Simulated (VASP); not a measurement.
# Ta₇As₈: nudged elastic band

Ta₇As₈, defect, 15 atoms in the cell. PBE, nudged elastic band; PAW potentials Ta_pv, As (PBE set).

Path: a Ta atom hops into a neighbouring Ta vacancy; Moving images: 1.

## Input

INCAR.step1:
```
SYSTEM = Ta7As8
PREC = Normal
ENCUT = 250
EDIFF = 1E-6
ISMEAR = 1
SIGMA = 0.1
LREAL = .FALSE.
LASPH = .TRUE.
NELM = 100
ALGO = Normal
LWAVE = .FALSE.
LCHARG = .FALSE.
IBRION = 2
NSW = 100
ISIF = 2
EDIFFG = -0.02
POTIM = 0.5
KPAR = 8
```

INCAR.step3, as INCAR.step1 but for:
```
- IBRION = 2
- ISIF = 2
- EDIFFG = -0.02
- POTIM = 0.5
+ IBRION = 1
+ POTIM = 0.3
+ EDIFFG = -0.05
+ SPRING = -5
+ IMAGES = 1
```

KPOINTS:
```
k-points
0
Gamma
  6 3 4
```

00/POSCAR:
```
Ta7As8
1.0
   -1.7218133622      1.7218133622      5.8679415361
    3.4436267244     -3.4436267244     11.7358830722
    3.4436267244      3.4436267244    -11.7358830722
Ta As
7 8
Direct
    0.5049455155      0.2514737849      0.5032898484
    0.5006774810      0.7483652315      0.9976422817
    0.5013039366      0.7499617607      0.4986471335
    0.2731608597      0.3710939726      0.2618015214
    0.2230396122      0.3672839733      0.7281090519
    0.2673017441      0.8836976413      0.2679248886
    0.2336630769      0.8741296955      0.7460362234
    0.0642942824      0.0424226443      0.9956522896
    0.0902487030      0.0417026665      0.5077871228
    0.0949535289      0.5415215971      0.0038198202
    0.0598794732      0.5348574249      0.4864902846
    0.8320390088      0.1628407931      0.2365356724
    0.8520311956      0.1791903537      0.7657442028
    0.8383467635      0.6562515205      0.2448596799
    0.8249428785      0.6756209698      0.7556599786
```

01/POSCAR:
```
Ta7As8
1.0
   -1.7218133622      1.7218133622      5.8679415361
    3.4436267244     -3.4436267244     11.7358830722
    3.4436267244      3.4436267244    -11.7358830722
Ta As
7 8
Direct
    0.4888520400      0.2576455917      0.5112662402
    0.4851669684      0.7497933888      0.9999520139
    0.5028586156      0.7691818655      0.5253222824
    0.3943849009      0.3391536586      0.1640840732
    0.2256031057      0.3774419498      0.7472272545
    0.2531164291      0.8757330643      0.2630431060
    0.2311538246      0.8742691755      0.7514213211
    0.0810816803      0.0533062238      1.0148796151
    0.0687590021      0.0484470933      0.5115402868
    0.0840348305      0.5452104367      0.0103679241
    0.0504054080      0.5382167120      0.4901819225
    0.8795910468      0.1468933714      0.2642703730
    0.7711333551      0.1617654496      0.7270233014
    0.8229605721      0.6669347693      0.2543318470
    0.8217262806      0.6764212796      0.7650884388
```

02/POSCAR:
```
Ta7As8
1.0
   -1.7218133622      1.7218133622      5.8679415361
    3.4436267244     -3.4436267244     11.7358830722
    3.4436267244      3.4436267244    -11.7358830722
Ta As
7 8
Direct
    0.4749738379      0.2614378873      0.5206829821
    0.4644147109      0.7494061389      0.9988677095
    0.5004086113      0.7719635911      0.5381695754
    0.4834468399      0.2429721290      0.0054988992
    0.2368810601      0.3847153130      0.7679947829
    0.2387583692      0.8839428349      0.2689573377
    0.2311508666      0.8815433873      0.7630789255
    0.0919484414      0.0596192690      1.0300000759
    0.0477222792      0.0533273352      0.5113737543
    0.0816109304      0.5447202143      0.0216785181
    0.0545455269      0.5468849513      0.5011605274
    0.8059903452      0.1803391474      0.2711472637
    0.8199494013      0.1814602786      0.7797245474
    0.8208504924      0.6707347002      0.2626429368
    0.8081763474      0.6673468525      0.7590221642
```

POSCAR.step1:
```
Ta7As8
1.0
   -1.7218133622      1.7218133622      5.8679415361
    3.4436267244     -3.4436267244     11.7358830722
    3.4436267244      3.4436267244    -11.7358830722
Ta As
7 8
Direct
    0.4999673000      0.2499836500      0.5000000000
    0.4999673000      0.7499836500      0.0000000000
    0.4999673000      0.7499836500      0.5000000000
    0.2499673000      0.3749836500      0.2500000000
    0.2499673000      0.3749836500      0.7500000000
    0.2499673000      0.8749836500      0.2500000000
    0.2499673000      0.8749836500      0.7500000000
    0.0826321200      0.0413160600      0.0000000000
    0.0826321200      0.0413160600      0.5000000000
    0.0826321200      0.5413160600      0.0000000000
    0.0826321200      0.5413160600      0.5000000000
    0.8326321200      0.1663160600      0.2500000000
    0.8326321200      0.1663160600      0.7500000000
    0.8326321200      0.6663160600      0.2500000000
    0.8326321200      0.6663160600      0.7500000000
```

POSCAR.step2:
```
Ta7As8
1.0
   -1.7218133622      1.7218133622      5.8679415361
    3.4436267244     -3.4436267244     11.7358830722
    3.4436267244      3.4436267244    -11.7358830722
Ta As
7 8
Direct
    0.4999673000      0.2499836500      0.5000000000
    0.4999673000      0.7499836500      0.0000000000
    0.4999673000      0.7499836500      0.5000000000
    0.4999673000      0.2499836500      0.0000000000
    0.2499673000      0.3749836500      0.7500000000
    0.2499673000      0.8749836500      0.2500000000
    0.2499673000      0.8749836500      0.7500000000
    0.0826321200      0.0413160600      0.0000000000
    0.0826321200      0.0413160600      0.5000000000
    0.0826321200      0.5413160600      0.0000000000
    0.0826321200      0.5413160600      0.5000000000
    0.8326321200      0.1663160600      0.2500000000
    0.8326321200      0.1663160600      0.7500000000
    0.8326321200      0.6663160600      0.2500000000
    0.8326321200      0.6663160600      0.7500000000
```

Commands (each step's output is kept before the next begins):
```
cat potpaw_PBE.64/Ta_pv/POTCAR potpaw_PBE.64/As/POTCAR > POTCAR
cp INCAR.step1 INCAR
cp POSCAR.step1 POSCAR
mpirun -np 8 vasp_std > vasp.out
cp POSCAR.step2 POSCAR
mpirun -np 8 vasp_std > vasp.out
# 00 and 02 hold the relaxed ends, the second shifted as a whole so that the mean position stays; the images between are interpolated (pair-distance (IDPP))
cp INCAR.step3 INCAR
mpirun -np 8 vasp_std > vasp.out
```

## Result

- Barrier (eV): 2.597
- Barrier of the reverse step (eV): 2.601
- Energy of the second end over the first (eV): -0.005
- Top of the path (share of its length): 0.49
- Length of the path (Å): 3.90
- Steps of the band: 18
- Ionic steps, all stages: 43
- Electronic steps, all stages: 353

Energy along the relaxed band:

| Image | Distance along the path (Å) | Energy above the first end (eV) | Slope along the path (eV/Å) | Largest force across the path (eV/Å) |
|---|---|---|---|---|
| 0 | 0.000 | 0.000 | relaxed end |  |
| 1 | 1.950 | 2.594 | -0.146 | 0.034 |
| 2 | 3.899 | -0.005 | relaxed end |  |

The cell is TaAs (16 atoms) with one Ta atom missing.

The two ends have the same energy within 0.01 eV.

Limits: the cell holds 15 atoms, so the vacancy or interstitial meets its own images and the barrier isn't that of a lone defect; a single image in the middle can't show two humps with a dip between them, and says nothing of the springs.

VASP 6.6.1 took 1518 s on 8 cores (Intel Xeon Platinum 8259CL @ 2.50GHz (Skylake/Cascade Lake)), a shared host.
